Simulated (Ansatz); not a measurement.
Al2O3:

```
Al O
1.0
     4.61378    0.00000    0.00000
     0.00000    9.56328    0.00000
     0.00000    0.00000    3.11986
Al O
4 6
Direct
  0.98298 0.82457 0.00000
  0.01702 0.17543 0.00000
  0.48297 0.67543 0.50000
  0.51702 0.32457 0.50000
  0.50000 0.50000 0.50000
  0.12363 0.75305 0.50000
  0.37637 0.25305 0.00000
  0.62364 0.74695 0.00000
  0.00000 0.00000 0.00000
  0.87636 0.24695 0.50000
```

Measurements of this composition are mostly on another form, of space group No. 167.

```yaml
Program: Ansatz 0.2.0
Task: relaxation of cell and atoms
Functional: LDA
Potentials_or_basis: Ansatz PAW
Cutoff: "420 eV (not typed: the program's choice for these potentials)"
k_mesh: 5 × 3 × 7
Occupations: fermi-dirac, width 0.05 eV
Spin: no spin polarisation
```

At the start: volume 13.77 Å³/atom.

**Question.** Where does the relaxation end?

**Answer.** It ends after 14 steps and the volume is 13.08 Å³/atom (-5.0 %); space group Pnnm (No. 58, to 0.05 Å).

The path:
| step | energy change (eV) | largest force (eV/Å) | volume (Å³) |
| --- | --- | --- | --- |
| 1 | 0.0000 | 0.2026 | 137.66 |
| 2 | -0.1518 | 0.1517 | 135.23 |
| 3 | -0.2630 | 0.0936 | 132.51 |
| 4 | -0.2820 | 0.0633 | 132.72 |
| 5 | -0.3002 | 0.1823 | 133.94 |
| 6 | -0.3176 | 0.0819 | 132.81 |
| 7 | -0.3264 | 0.0505 | 131.81 |
| 8 | -0.3280 | 0.0307 | 131.62 |
| 9 | -0.3292 | 0.0055 | 131.41 |
| 10 | -0.3295 | 0.0040 | 131.36 |
| 11 | -0.3104 | 0.0038 | 131.36 |
| 12 | -0.3135 | 0.0232 | 130.76 |
| 13 | -0.3135 | 0.0073 | 130.78 |
| 14 | -0.3111 | 0.0074 | 130.78 |

Final structure:
```
Al O
1.0
     4.59261    0.00000    0.00000
     0.00000    9.57284    0.00000
     0.00000    0.00000    2.97462
Al O
4 6
Direct
  0.08606 0.83100 0.00000
  0.91394 0.16900 0.00000
  0.58606 0.66900 0.50000
  0.41394 0.33100 0.50000
  0.50000 0.50000 0.50000
  0.26837 0.77728 0.50000
  0.23163 0.27728 0.00000
  0.76837 0.72272 0.00000
  0.00000 0.00000 0.00000
  0.73163 0.22272 0.50000
```

Caveat: the plane-wave basis is chosen anew once the cell has moved, so the energies of steps on either side of that aren't comparable; the pressure holds a Pulay correction of +0.7 GPa for the finite cutoff; the PAW data sets come from PBE, with cores solved anew for the run's functional, which leaves a small shift of forces and pressure.
